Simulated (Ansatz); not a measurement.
## What 1 layer does to AlSb

Base system: AlSb in the zinc blende structure (space group F-43m, No. 216; a = 6.177 Å). Axes: x, y, z lie along the cube axes.

Perturbation: a free-standing slab of 1 layer (2 atoms, 2 a layer) is cut normal to [110], with 15 Å of vacuum and the in-plane cell held at bulk.

All numbers come from r2SCAN (Ansatz, a quantum-chemistry and plane-wave program, PAW, without spin-orbit coupling). Settings: 11×8×1 k-points, 0.05 eV Fermi–Dirac smearing, for the changed cell.

The band gap goes from 1.51 eV to zero.

With Sb present, leaving out spin-orbit coupling can change the band edges. Stability against distortions was not tested. All final runs are without spin polarisation. A zero or small gap of AlSb can be the functional's error rather than a property of the material.
